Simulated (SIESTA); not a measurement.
# Cu2O (Cuprite) under changes of volume

One of the cells (12.885 Å³/atom); the others are scaled copies at fixed shape and fractional positions:

```
Cu O
1.0
     4.26000    0.00000    0.00000
     0.00000    4.26000    0.00000
     0.00000    0.00000    4.26000
Cu O
4 2
Cartesian
  3.1950 1.0650 3.1950
  3.1950 3.1950 1.0650
  1.0650 3.1950 3.1950
  1.0650 1.0650 1.0650
  2.1300 2.1300 2.1300
  0.0000 0.0000 0.0000
```

* Program: SIESTA 5.4.2
* Functional: PW91
* Potentials or basis: PseudoDojo 0.4 standard (PBE files)
* Basis: DZP (energy shift 0.002 Ry)
* Grid cutoff: 800 Ry
* Energy shift: 0.002 Ry
* k mesh: 6 × 6 × 6
* Occupations: fermi-dirac, width 0.05 eV
* Spin: no spin polarisation

```tsv
volume (Å³/atom)	energy over the lowest point (meV/atom)	pressure (GPa)	gap on the mesh (eV)
12.112	?	?	?
12.369	24.17	9.2	0.59
12.627	11.62	6.4	0.54
12.885	3.59	3.6	0.49
13.142	0.00	1.0	0.45
13.400	0.00	-1.0	0.40
13.658	3.18	-3.0	0.37
```

Problem. What does the run at 12.112 Å³/atom give?

Solution. Energy over the lowest point 41.72 meV/atom; pressure 12.7 GPa; gap on the mesh 0.64 eV.

Worked out: A Birch-Murnaghan fit of order 3 (a polynomial in V^(-2/3)) to the other rows has its minimum at 13.27 Å³/atom with B0 = V·E''(V) = 110 GPa and B' = 5.6. It gives 42.16 meV/atom at 12.112 Å³/atom, against the run's 41.72, and -dE/dV = 13.0 GPa, against 12.7. A straight line through the other rows of the gap, of slope -2.25 eV per unit of ln V (its deformation potential), extrapolates to 0.63 eV, against the run's 0.64.

Energies are extrapolated to zero smearing.

Caveats: semicore shells carry a single zeta, which can move pressures by several GPa and volumes by a few percent; the potentials were made for another functional, which shifts forces and pressure; the basis of atomic orbitals isn't converged, which shifts pressures, moduli and gaps.

A mesh can miss the band edges.
